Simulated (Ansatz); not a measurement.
Runs of Ansatz 0.2.0 on TiC. It takes space group Fm-3m (No. 225, cubic). Conventional cell: a = 4.331 Å, b = 4.331 Å, c = 4.331 Å, α = 90.00°, β = 90.00°, γ = 90.00°. Around Ti (site symmetry m-3m) lie 6 C at 2.17 Å. C (site symmetry m-3m) is surrounded by 6 Ti at 2.17 Å. The cell is a database's computed one.

```tsv
task	level	cell	k mesh	smearing	atoms under strain	q mesh	points for each segment of the path	gap on the mesh (eV)	pressure (GPa)	relaxed volume (Å³/atom)
relaxation of cell and atoms	RPBE+D4	relaxed	11 × 11 × 11	fermi-dirac 0.05 eV	-	-	-	-	0.0	9.92
single point	PBE	as given	11 × 11 × 11	gaussian 0.03 eV	-	-	-	none	0.3	-
elastic constants	LDA	as given	8 × 8 × 8	fermi-dirac 0.05 eV	relaxed	-	-	none	(a)	-
single point	PBE	as given	11 × 11 × 11	gaussian 0.029 eV	-	-	-	none	0.3	-
relaxation of cell and atoms	BLYP+D3(BJ)	relaxed	11 × 11 × 11	fermi-dirac 0.05 eV	-	-	-	-	0.0	9.82
relaxation of cell and atoms	revPBE+D3(BJ)	relaxed	11 × 11 × 11	fermi-dirac 0.05 eV	-	-	-	-	0.0	9.74
relaxation of cell and atoms	BLYP+D4	relaxed	11 × 11 × 11	fermi-dirac 0.05 eV	-	-	-	none	0.0	10.11
relaxation of cell and atoms	revPBE+D4	relaxed	11 × 11 × 11	fermi-dirac 0.05 eV	-	-	-	-	0.0	(b)
phonons	LDA	as given	8 × 8 × 8	fermi-dirac 0.05 eV	-	2 × 2 × 2	8	none	-	-
```

Alike in all rows: potentials or basis Ansatz PAW; no spin polarisation; cutoff (eV) 420.

Fill in the values left out.

(a) -12.6; (b) 9.91.

Caveats: the PAW data sets come from PBE, with cores solved anew for the run's functional, which leaves a small shift of forces and pressure (some runs); the plane-wave basis is chosen anew once the cell has moved, so the energies of steps on either side of that aren't comparable (some runs); the cell is more than 3 GPa from zero pressure, which shifts response properties (some runs); elastic constants of metals need much finer meshes, so these are rough (some runs); pairwise dispersion overbinds metals, which lowers pressure and volume (some runs).

A gap of «none» marks a metal or a gap under the smearing width.
